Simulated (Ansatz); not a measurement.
**SiC: a single-point run**

Wanted: a converged single-point run for SiC, and a check of what comes out. The structure is shown as the input types it. The cell is built on a prototype (CsCl type) and needn't be the phase found in nature.

Computed with Ansatz 0.2.0 (density functional or hybrid calculation with the settings of its input, plane waves (as first typed), unless a step's input says otherwise).

5 further runs of the same task are left out: 1 for a known fault of the program, 4 that didn't finish.

### Step 1. The starting structure

Symmetry: Pm-3m, No. 221, cubic system. Conventional cell: a = 2.620 Å, b = 2.620 Å, c = 2.620 Å, α = 90.00°, β = 90.00°, γ = 90.00°. Si (site symmetry m-3m) has 8 C at 2.27 Å as nearest neighbours. Around C (site symmetry m-3m) lie 8 Si at 2.27 Å.

As a file:

```cif
data_structure
_symmetry_space_group_name_H-M 'Pm-3m'
_symmetry_Int_Tables_number 221
_cell_length_a 2.6201
_cell_length_b 2.6201
_cell_length_c 2.6201
_cell_angle_alpha 90.000
_cell_angle_beta 90.000
_cell_angle_gamma 90.000
_cell_volume 17.99
loop_
_atom_site_label
_atom_site_type_symbol
_atom_site_symmetry_multiplicity
_atom_site_Wyckoff_symbol
_atom_site_fract_x
_atom_site_fract_y
_atom_site_fract_z
_atom_site_occupancy
Si1 Si 1 a 0.00000 0.00000 0.00000 1
C1 C 1 b 0.50000 0.50000 0.50000 1
```

### Step 2. Running it

The input, input.yaml:

```yaml
crystal:
  lattice:
    - [2.620122866, 0.0, 0.0]
    - [0.0, 2.620122866, 0.0]
    - [0.0, 0.0, 2.620122866]
  atoms:
    - { symbol: Si, position: [0.0, 0.0, 0.0] }
    - { symbol: C, position: [0.5, 0.5, 0.5] }
kpoints:
  mp_grid: { grid: [6, 6, 6] }
hamiltonian:
  xc: r2scan
scf:
  occupations: { method: gaussian, width: 1.5 }
  n_extra_bands: 4
output:
  forces: true
  stress: true
  eigenvalues: true
```

The run is started by

```sh
$ ansatz run input.yaml --threads 4 --pin off --max-ram 3686MiB --backend cpu --events-out ev --progress --plain --runs-dir out
```

**Question.** How will this run end, and is anything wrong with its input?

This run ends as converged. Convergence says nothing about whether the input makes sense.

In the input, scf.occupations.method is gaussian; scf.occupations.width is 1.5. Occupations are smeared over electronvolts, wider than many features of the bands.

The test: set scf.occupations.method to fermi_dirac and scf.occupations.width to 0.02.
